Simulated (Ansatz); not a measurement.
# Platinum, simple cubic under RPBE: from relaxation to bulk modulus

The plan for platinum in the simple cubic structure: relax it, solve it on a dense k-mesh, then scale the cell to 7 volumes from 88 to 112 % of the relaxed one and try a fit of the equation of state. Spin polarisation is left out. The k-meshes are 12×12×12 for the relaxation; 19×19×19 for the dense run; 13×13×13 for the volumes.

This is Pt in the simple cubic structure; at room conditions it is fcc.

Computed with Ansatz 0.2.0 (DFT RPBE, plane waves (420 eV) with PAW, scalar-relativistic; PBE-made PAW files, unless a step says otherwise).

## Step 1: The structure to begin with

The structure is cubic, space group Pm-3m (No. 221). Conventional cell: a = 2.536 Å, b = 2.536 Å, c = 2.536 Å, α = 90.00°, β = 90.00°, γ = 90.00°. Around Pt (site symmetry m-3m) lie 6 Pt at 2.54 Å.

Structure file:

```xyz
1
Lattice="2.5356 0.0000 0.0000 0.0000 2.5356 0.0000 0.0000 0.0000 2.5356" Properties=species:S:1:pos:R:3 pbc="T T T"
Pt    0.0000    0.0000    0.0000
```

## Step 2: Geometry optimisation

Contents of input.yaml:

```yaml
crystal:
  lattice:
    - [2.5356188197, 0.0, 0.0]
    - [0.0, 2.5356188197, 0.0]
    - [0.0, 0.0, 2.5356188197]
  atoms:
    - { symbol: Pt, position: [0.0, 0.0, 0.0] }
hamiltonian:
  xc: rpbe
  pseudopotentials:
    kind: paw
    azcp:
      Pt: "pseudopotentials/Pt.paw.azcp"
basis:
  ecutwfc: 420
  fft_grid_basis: typed
kpoints:
  mp_grid: { grid: [12, 12, 12], shift: [0, 0, 0] }
magnetization:
  spin_polarized: false
scf:
  occupations: { method: fermi_dirac, width: 0.1 }
relax:
  max_steps: 60
  f_tol: 0.01
  cell: {}
output:
  write_density: true
  write_potential: true
  elf: true
  volumetric_format: npy
```

The runs that follow: Single point on a dense mesh; At 88 % of the relaxed volume; At 92 % of the relaxed volume; At 96 % of the relaxed volume; At 100 % of the relaxed volume; At 104 % of the relaxed volume; At 108 % of the relaxed volume; At 112 % of the relaxed volume.

Q: Predict the outcome of this session. Wanted: space group; conventional cell; volume; shortest distance; gap on the mesh; relative to fcc; V₀, B₀, B₀′.

The runs gave:

| quantity | value |
| --- | --- |
| space group (spins left aside) | Pm-3m (No. 221) |
| conventional cell | a = 2.643 Å |
| volume | 18.461 Å³/atom |
| shortest distance | 2.643 Å |
| gap on the mesh | none (levels filled in part) |
| relative to fcc | +430 meV/atom |
| V₀, B₀, B₀′ | 18.430 Å³/atom, 168 GPa, 5.5 |

What this shows: The relaxation enlarged the cell by 13.2 % in volume. Against the reference form of platinum (fcc, computed apart with the same settings) it stands 430 meV/atom higher. Levels at the Fermi energy are filled in part, as in a metal. The fitted modulus is 168 GPa. Relaxation kept the symmetry; phonons were not checked.
